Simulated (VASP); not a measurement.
Input of a VASP 6.6.1 run:

The input INCAR:

```
PREC     = Accurate       # precision mode
ENCUT    = 600            # plane-wave cutoff, eV
EDIFF    = 1E-7           # SCF threshold, eV
ISMEAR   = 1              # smearing method
SIGMA    = 0.1            # smearing width, eV
LREAL    = F              # projectors in reciprocal space
LASPH    = T              # aspherical terms in the spheres
NELM     = 80             # most SCF steps
ALGO     = Normal         # electronic algorithm
ISIF     = 3              # what is computed and relaxed
LWAVE    = F              # write WAVECAR
LCHARG   = F              # write CHGCAR
IBRION   = 2              # ionic algorithm
NSW      = 90             # ionic steps
EDIFFG   = -0.005         # ionic threshold
KPAR     = 2
```

KPOINTS

```
regular mesh
0
Gamma
  14 14 8
```

File POSCAR:

```
FeSi2                                   
1.0
    2.6611105873      0.0000000000      0.0000000000
    0.0000000000      2.6611105873      0.0000000000
   -0.0000000000      0.0000000000      5.0719979952
  Fe              Si            
     1     2
Direct
     0.0000000000000000    0.0000000000000000    0.0000000000000000
     0.5000000000000000    0.5000000000000000    0.2715361147051885
     0.5000000000000000    0.5000000000000000    0.7284638852948115
```

Potentials or basis: VASP PAW LDA potentials, release 64 (Fe, Si).

Run with:

```sh
$ cat potpaw_LDA.64/Fe/POTCAR potpaw_LDA.64/Si/POTCAR > POTCAR
$ mpirun -np 2 vasp_std > vasp.out
```

(1) What does it give for the relaxed volume?

(2) What does it give for the relaxed cell?

Results:

(1) 11.97 Å³/atom.

(2) a = 2.661 Å, b = 2.661 Å, c = 5.071 Å, α = 90.00°, β = 90.00°, γ = 90.00°.
